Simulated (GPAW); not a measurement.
# Sn (Im-3m) in GPAW: single point with PBEsol

Aim: the single point of Sn with PBEsol.

Program: GPAW 26.7.0. These are calculated values, not measurements. Logs are shortened: lines on timing, memory, paths and dates and some standing lists are left out, and cuts for length are marked. The log counts tension as positive stress, the text compression.

### 1 The crystal as given

The structure is cubic, space group Im-3m (No. 229). The conventional cell has a = 3.789 Å, b = 3.789 Å, c = 3.789 Å, α = 90.00°, β = 90.00°, γ = 90.00°. Sn (site symmetry m-3m) has 8 Sn at 3.28 Å as nearest neighbours.

This isn't the form of Sn at room conditions, which is tetragonal (white tin).

### 2 Single point, PBEsol

File run.py:

```python
from ase.dft.bandgap import bandgap
from ase.io import write
from ase.spacegroup import crystal
from ase.units import GPa
from gpaw import GPAW, PW, setup_paths

setup_paths.insert(0, '.')

# Sn 2a
atoms = crystal(['Sn'],
                basis=[[0.0, 0.0, 0.0]],
                spacegroup=229, setting=1,  # Im-3m
                cellpar=[3.78930364, 3.78930364, 3.78930364, 90.0, 90.0, 90.0],
                primitive_cell=True)

calc = GPAW(mode=PW(500),
            xc='PBEsol',
            kpts={'size': (8, 8, 8), 'gamma': True},
            occupations={'name': 'fermi-dirac', 'width': 0.05},
            nbands=14,
            maxiter=120,
            txt='gpaw.txt')
atoms.calc = calc
energy = atoms.get_potential_energy()
forces = atoms.get_forces()
stress = atoms.get_stress()
calc.write('gs.gpw')
write('result.traj', atoms)
print(f'Energy: {energy:.6f} eV')
print('Forces (eV/A):')
print(forces.round(4))
print('Stress (GPa):', (stress / GPa).round(3))
print('Fermi level:', round(calc.get_fermi_level(), 4), 'eV')
print(f'Gap: {bandgap(calc)[0]:.4f} eV, direct: {bandgap(calc, direct=True)[0]:.4f} eV')
```

Potentials or basis: PAW data sets generated in the run's folder for this functional, pw.

Command:

```bash
gpaw-setup -f PBEsol Sn
OMP_NUM_THREADS=1 python run.py
```

gpaw.txt:

```text
__  _  _
 | _ |_)|_||  |
 |__||  | ||/\| - 26.7.0

Input parameters:
  mode=PW(ecut=500.0),
  kpts=MonkhorstPack(size=(8, 8, 8), gamma=True),
  maxiter=120,
  nbands=14,
  occupations=Occupations(name='fermi-dirac', width=0.05),
  xc=XC(name='PBEsol')

Diagonalizing LCAO Hamiltonian
Converting LCAO to pw mode

       Sn

Atoms  # Å, Bohr magnetons
|   | symbol |        x |        y |        z |    initial magnetic moments |
|---|--------|----------|----------|----------|-----------------------------|
| 0 |     Sn | 0.000000 | 0.000000 | 0.000000 | ( 0.0000,  0.0000,  0.0000) |

Unit cell  # Å
| periodic |         x |         y |         z |  lengths |     angles |
|----------|-----------|-----------|-----------|----------|------------|
|      yes | -1.894652 |  1.894652 |  1.894652 | 3.281633 | 109.471221 |
|      yes |  1.894652 | -1.894652 |  1.894652 | 3.281633 | 109.471221 |
|      yes |  1.894652 |  1.894652 | -1.894652 | 3.281633 | 109.471221 |

Number of symmetries: 48
Symmetry operations  # r_c * U_cc + t_c -> r_c
|    | kind |            matrix            |
|----|------|------------------------------|
|  0 |  σ   |  1, 1, 1,  0, 0,-1,  0,-1, 0 |
|  1 |  C4  |  1, 1, 1,  0, 0,-1, -1, 0, 0 |
|  2 |  C2  |  1, 1, 1,  0,-1, 0,  0, 0,-1 |
|  3 |  S6  |  1, 1, 1,  0,-1, 0, -1, 0, 0 |
|  4 |  S6  |  1, 1, 1, -1, 0, 0,  0, 0,-1 |
|  5 |  C4  |  1, 1, 1, -1, 0, 0,  0,-1, 0 |
|  6 |  E   |  1, 0, 0,  0, 1, 0,  0, 0, 1 |
|  7 |  σ   |  1, 0, 0,  0, 1, 0, -1,-1,-1 |
|  8 |  σ   |  1, 0, 0,  0, 0, 1,  0, 1, 0 |
|  9 |  C3  |  1, 0, 0,  0, 0, 1, -1,-1,-1 |
| 10 |  C3  |  1, 0, 0, -1,-1,-1,  0, 1, 0 |
| 11 |  σ   |  1, 0, 0, -1,-1,-1,  0, 0, 1 |
| 12 |  σ   |  0, 1, 0,  1, 0, 0,  0, 0, 1 |
| 13 |  C2  |  0, 1, 0,  1, 0, 0, -1,-1,-1 |
| 14 |  C3  |  0, 1, 0,  0, 0, 1,  1, 0, 0 |
| 15 |  S4  |  0, 1, 0,  0, 0, 1, -1,-1,-1 |
| 16 |  S4  |  0, 1, 0, -1,-1,-1,  1, 0, 0 |
| 17 |  C3  |  0, 1, 0, -1,-1,-1,  0, 0, 1 |
| 18 |  C3  |  0, 0, 1,  1, 0, 0,  0, 1, 0 |
| 19 |  S4  |  0, 0, 1,  1, 0, 0, -1,-1,-1 |
| 20 |  σ   |  0, 0, 1,  0, 1, 0,  1, 0, 0 |
| 21 |  C3  |  0, 0, 1,  0, 1, 0, -1,-1,-1 |
| 22 |  C2  |  0, 0, 1, -1,-1,-1,  1, 0, 0 |
| 23 |  S4  |  0, 0, 1, -1,-1,-1,  0, 1, 0 |
| 24 |  C4  |  0, 0,-1,  1, 1, 1,  0,-1, 0 |
| 25 |  σ   |  0, 0,-1,  1, 1, 1, -1, 0, 0 |
| 26 |  S6  |  0, 0,-1,  0,-1, 0,  1, 1, 1 |
| 27 |  C2  |  0, 0,-1,  0,-1, 0, -1, 0, 0 |
| 28 |  C4  |  0, 0,-1, -1, 0, 0,  1, 1, 1 |
| 29 |  S6  |  0, 0,-1, -1, 0, 0,  0,-1, 0 |
| 30 |  S6  |  0,-1, 0,  1, 1, 1,  0, 0,-1 |
| 31 |  C4  |  0,-1, 0,  1, 1, 1, -1, 0, 0 |
| 32 |  C4  |  0,-1, 0,  0, 0,-1,  1, 1, 1 |
| 33 |  S6  |  0,-1, 0,  0, 0,-1, -1, 0, 0 |
| 34 |  σ   |  0,-1, 0, -1, 0, 0,  1, 1, 1 |
| 35 |  C2  |  0,-1, 0, -1, 0, 0,  0, 0,-1 |
| 36 |  C2  | -1, 0, 0,  1, 1, 1,  0, 0,-1 |
| 37 |  S6  | -1, 0, 0,  1, 1, 1,  0,-1, 0 |
| 38 |  S6  | -1, 0, 0,  0, 0,-1,  1, 1, 1 |
| 39 |  C2  | -1, 0, 0,  0, 0,-1,  0,-1, 0 |
| 40 |  C2  | -1, 0, 0,  0,-1, 0,  1, 1, 1 |
| 41 |  i   | -1, 0, 0,  0,-1, 0,  0, 0,-1 |
| 42 |  S4  | -1,-1,-1,  1, 0, 0,  0, 1, 0 |
| 43 |  C3  | -1,-1,-1,  1, 0, 0,  0, 0, 1 |
| 44 |  C3  | -1,-1,-1,  0, 1, 0,  1, 0, 0 |
| 45 |  σ   | -1,-1,-1,  0, 1, 0,  0, 0, 1 |
| 46 |  S4  | -1,-1,-1,  0, 0, 1,  1, 0, 0 |
| 47 |  C2  | -1,-1,-1,  0, 0, 1,  0, 1, 0 |

BZ-sampling:
  Number of BZ points: 512
  Number of IBZ points: 29

  Monkhorst-Pack size: [8, 8, 8]
  Monkhorst-Pack shift: [0.0625, 0.0625, 0.0625]

K-points  # in reciprocal-cell coordinates
|     |                                coordinates |     weight |
|-----|--------------------------------------------|------------|
|   0 | (  0.00000000,   0.00000000,   0.00000000) | 0.00195312 |
|   1 | (  0.12500000,   0.00000000,   0.00000000) | 0.02343750 |
|   2 | (  0.12500000,   0.12500000,  -0.12500000) | 0.01171875 |
|   3 | (  0.25000000,   0.00000000,  -0.12500000) | 0.04687500 |
|   4 | (  0.25000000,   0.00000000,   0.00000000) | 0.02343750 |
|   5 | (  0.25000000,   0.12500000,  -0.12500000) | 0.04687500 |
|   6 | (  0.25000000,   0.25000000,  -0.25000000) | 0.01171875 |
|   7 | (  0.25000000,   0.25000000,   0.25000000) | 0.00390625 |
|   8 | (  0.37500000,  -0.12500000,  -0.12500000) | 0.01562500 |
|   9 | (  0.37500000,   0.00000000,  -0.12500000) | 0.09375000 |
| ... |                                            |            |
|  28 | (  0.50000000,   0.50000000,   0.50000000) | 0.00195312 |

Plane wave coefficients: 703
Cutoff: 500.0 eV

Spin-components: 1 (collinear spins)
Bands:           14
Projectors:      6
Spin-degeneracy: 2
Datatype:        complex128

Parallelization:
  kpt:    1
  domain: 1
  band:   1

Density:
  Valence electrons: 14.0
  Components: 1
  Grid points: [18 18 18]
  Charge: 0.0  # |e|

Potential:
  Grid points: [18 18 18]

species:
  Sn:
    name:    Tin
    Z:       50.0
    valence: 14
    core:    36
    charge:  0.0  # [|e|]
    compensation charges:
      type: gauss
      rc: 0.38  # [Å]
      lmax: 2
    cutoffs:
      filter: 2.23  # [Å]
      core: 2.35  # [Å]
    projectors
    | kind |    occ | energy [eV] | rcut [Å] |
    |------|--------|-------------|----------|
    |   5s |  2.000 |     -10.584 |    1.201 |
    |   5p |  2.000 |      -3.711 |    1.270 |
    |   4d | 10.000 |     -25.798 |    1.185 |
    |    s |        |      16.628 |    1.201 |
    |    p |        |      23.501 |    1.270 |
    |    d |        |       1.413 |    1.185 |

    Using partial waves for Sn as LCAO basis

Reference energy: -167935.903346  # eV

eigensolver:
  PPCG
  Converge bands: occupied
  niter=2

density mixing:
  MSR1-Mixer
  Pratt-step length: 0.05
  Maximum mixing coefficient: 0.75
  Old densities: 10
  SVD Regularization: 0.005
  Good broyden scale: 1.0
  Trust region scale: 1.0
  Backstep threshold: 4.0
  History deletion threshold: 6.0
  Fourier metric: weight=20.0, sigma=0.015

occupation numbers:
  Fermi-Dirac:
    width: 0.0500  # eV

poisson solver:
  ecut: 4000.0  # eV

xc functional:
  name: PBEsol with 2 nearest neighbor stencil

convergence criteria:
- Maximum [total energy] change in last 3 cyles: 0.0005 eV / valence electron
- Maximum integral of absolute [dens]ity change: 0.0001 electrons / valence electron
- Maximum integral of absolute [eigenst]ate change: 4e-08 eV^2 / valence electron
maximum number of iterations: 120

SCF iterations
|iter     | |      energy | eigst |  dens |
|---------|-|-------------|-------|-------|
|iter:   1| |   -4.414781 | -0.23 |       |
|iter:   2| |   -4.413372 | -2.79 | -1.75 |
|iter:   3| |   -4.399626 | -2.92 | -1.78 |
|iter:   4| |   -4.399540 | -4.04 | -2.35 |
|iter:   5| |   -4.399593c| -5.21 | -2.98 |
|iter:   6| |   -4.399599c| -6.44 | -3.88 |
|iter:   7| |   -4.399599c| -7.52c| -4.52c|

Converged in 7 steps
Energy contributions relative to reference atoms: (reference = -167935.903346)

Energy contributions:
  Kinetic:           3.235869
  Coulomb:          -3.254319
  Zero:              0.003561
  External:          0.000000
  Xc:               -4.380147
  Entropy:          -0.009127
  Spinorbit:         0.000000
  ----------------------------
  Free energy:      -4.404163
  Extrapolated:     -4.399599

dipole moment: (-6.430603, -6.430603, -6.430603)  # |e|*Ang

Fermi level: 6.969
Eigenvalues  # (at kpt = [0.000, 0.000, 0.000])
| band index |      eig [eV] | occ [0-2] |
|------------|---------------|-----------|
|          0 |       -14.388 |     2.000 |
|          1 |       -14.388 |     2.000 |
|          2 |       -14.388 |     2.000 |
|          3 |       -14.249 |     2.000 |
|          4 |       -14.249 |     2.000 |
|          5 |        -4.014 |     2.000 |
|          6 |        14.991 |     0.000 |
|          7 |        14.991 |     0.000 |
|          8 |        14.991 |     0.000 |
|          9 |        19.278 |     0.000 |
|         10 |        19.278 |     0.000 |
|         11 |        19.756 |     0.000 |
|         12 |        19.772 |     0.000 |
|         13 |        19.772 |     0.000 |

No gap
No difference between direct/indirect transitions

Forces  # eV/Ang
|        x |       y |        z |
|----------|---------|----------|
| -0.00000 | 0.00000 | -0.00000 |  # Sn   0

Stress tensor  # eV/Ang^3
|         x |         y |         z |
|-----------|-----------|-----------|
|  0.015578 | -0.000000 | -0.000000 |
| -0.000000 |  0.015578 | -0.000000 |
| -0.000000 | -0.000000 |  0.015578 |

# Writing to gs.gpw (mode='')
```

It took 6.9 s on 1 thread of Arm Neoverse V2, shared host; peak memory 0.13 GiB.

What came out:

- Free energy: -4.4042 eV
- Pressure: -2.5 GPa
- Band gap on the k mesh: none (metal or under the smearing width)

Levels at points of the mesh, in eV from the Fermi level:
```tsv
k point	band 4	band 5	band 6	band 7	band 8	band 9	band 10
(0.00, 0.00, 0.00)	-21.22	-21.22	-10.98	8.02	8.02	8.02	12.31
(0.50, 0.50, 0.00)	-21.22	-21.13	-6.31	-4.33	3.68	5.51	8.04
(0.50, 0.50, 0.50)	-21.15	-21.15	-2.38	-0.40	-0.40	-0.40	3.93
```

Caveat: the cutoff is short for stress and forces, so pressures can be off by a GPa or more.
